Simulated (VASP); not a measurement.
Here is a VASP 6.6.1 calculation.

Contents of INCAR:

```
SYSTEM = ZnS
  PREC = Accurate
  ENCUT = 520
  EDIFF = 1E-6
  ISMEAR = -1
  SIGMA = 0.05
  LREAL = .FALSE.
  LASPH = .TRUE.
  NELM = 100
  ALGO = Normal
  ISIF = 2
  LWAVE = .FALSE.
  LCHARG = .FALSE.
  METAGGA = RSCAN
  LMIXTAU = .TRUE.
  NBANDS = 26
```

Contents of KPOINTS:

```
regular mesh
0
G
  8 8 5
  0 0 0
```

Contents of POSCAR:

```
ZnS
1.0
    3.8110000000      0.0000000000      0.0000000000
   -1.9055000000      3.3004228138      0.0000000000
    0.0000000000      0.0000000000      6.2340000000
Zn S
2 2
Direct
    0.6666666667      0.3333333333      0.5000000000
    0.3333333333      0.6666666667      0.0000000000
    0.6666666667      0.3333333333      0.8850000000
    0.3333333333      0.6666666667      0.3850000000
```

KPOINTS_OPT

```
path GMKGALHA,LM,KH
10
line-mode
reciprocal
 0.0000000000  0.0000000000  0.0000000000  G
 0.5000000000  0.0000000000  0.0000000000  M

 0.5000000000  0.0000000000  0.0000000000  M
 0.3333333333  0.3333333333  0.0000000000  K

 0.3333333333  0.3333333333  0.0000000000  K
 0.0000000000  0.0000000000  0.0000000000  G

 0.0000000000  0.0000000000  0.0000000000  G
 0.0000000000  0.0000000000  0.5000000000  A

 0.0000000000  0.0000000000  0.5000000000  A
 0.5000000000  0.0000000000  0.5000000000  L

 0.5000000000  0.0000000000  0.5000000000  L
 0.3333333333  0.3333333333  0.5000000000  H

 0.3333333333  0.3333333333  0.5000000000  H
 0.0000000000  0.0000000000  0.5000000000  A

 0.5000000000  0.0000000000  0.5000000000  L
 0.5000000000  0.0000000000  0.0000000000  M

 0.3333333333  0.3333333333  0.0000000000  K
 0.3333333333  0.3333333333  0.5000000000  H
```

Potentials or basis: VASP PAW PBE potentials, release 64 (Zn, S).

Command:

```console
$ cat potpaw_PBE.64/Zn/POTCAR potpaw_PBE.64/S/POTCAR > POTCAR
$ mpirun -np 1 vasp_std > vasp.out
```

(1) Estimate the band gap along the path.

(2) What does it give for the pressure?

(3) What does it give for the largest force?

Answers

(1) 2.80 eV, direct.

(2) -0.1 GPa.

(3) 0.325 eV/Å.

Caveat: the PAW data sets were made with another functional, which shifts forces and pressure a little.

**The experiment to reproduce.**

From a printed reference work, monograph, for a bulk crystal of ZnS at 4 K: band gap 3.911 eV (direct).

Measured gap of ZnS: 3.911 eV (direct; 4 K; a printed reference work, monograph). This calculation gives 2.80 eV (-1.11 eV). The value is that of rSCAN, without temperature or zero-point motion.
